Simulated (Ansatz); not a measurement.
A run of Ansatz 0.2.0 is set up as follows.

input.yaml

```yaml
crystal:
  lattice:
    - [-1.51435, 1.51435, 1.51435]
    - [1.51435, -1.51435, 1.51435]
    - [1.51435, 1.51435, -1.51435]
  atoms:
    - { symbol: V, position: [0.0, 0.0, 0.0], spin: 2.0 }
hamiltonian:
  xc: pbe
  pseudopotentials: { kind: nc, source: spms }
magnetization:
  spin_polarized: true
kpoints:
  mp_grid: { grid: [12, 12, 12] }
  band_path:
    path:
      - [[0.0, 0.0, 0.0], [0.5, -0.5, 0.5], [0.0, 0.0, 0.5], [0.0, 0.0, 0.0], [0.25, 0.25, 0.25], [0.5, -0.5, 0.5]]
      - [[0.25, 0.25, 0.25], [0.0, 0.0, 0.5]]
    npoints: 14
scf:
  occupations: { method: fermi_dirac, width: 0.05 }
  n_extra_bands: 6
output:
  forces: true
  stress: true
  eigenvalues: true
  fatbands: false
```

Potentials or basis: SPMS NC.

Launch:

```sh
$ ansatz run input.yaml --threads 2 --pin off --max-ram 5632MiB --backend cpu --events-out ev --progress --plain --runs-dir out
```

Q: Predict the pressure.

A: -5.2 GPa.

Q: Predict the absolute moment.

A: 0.00 μB per cell.

Levels at the corners of the path, in eV from the Fermi level:
Spin up:
```
point  band 3  band 4  band 5  band 6  band 7  band 8  band 9  band 10
    Γ  -37.10  -37.10   -6.54    0.42    0.42    0.42    2.36     2.36
    H  -37.66  -37.66   -2.86   -2.86    3.61    3.61    3.61     9.92
    N  -37.36  -37.11   -3.08   -1.06    1.52    2.35    2.70     3.98
    Γ  -37.10  -37.10   -6.54    0.42    0.42    0.42    2.36     2.36
    P  -37.51  -37.51   -1.09   -1.09   -1.09    2.76    2.76    10.10
    H  -37.66  -37.66   -2.86   -2.86    3.61    3.61    3.61     9.92
    P  -37.51  -37.51   -1.09   -1.09   -1.09    2.76    2.76    10.10
    N  -37.36  -37.11   -3.08   -1.06    1.52    2.35    2.70     3.98
```
Spin down:
```tsv
point	band 4	band 5	band 6	band 7	band 8	band 9
Γ	-37.10	-6.54	0.42	0.42	0.42	2.36
H	-37.66	-2.86	-2.86	3.61	3.61	3.61
N	-37.11	-3.08	-1.06	1.52	2.35	2.70
Γ	-37.10	-6.54	0.42	0.42	0.42	2.36
P	-37.51	-1.09	-1.09	-1.09	2.76	2.76
H	-37.66	-2.86	-2.86	3.61	3.61	3.61
P	-37.51	-1.09	-1.09	-1.09	2.76	2.76
N	-37.11	-3.08	-1.06	1.52	2.35	2.70
```

Caveat: the pressure holds a Pulay correction of +0.5 GPa for the finite cutoff; the starting moments weren't kept.
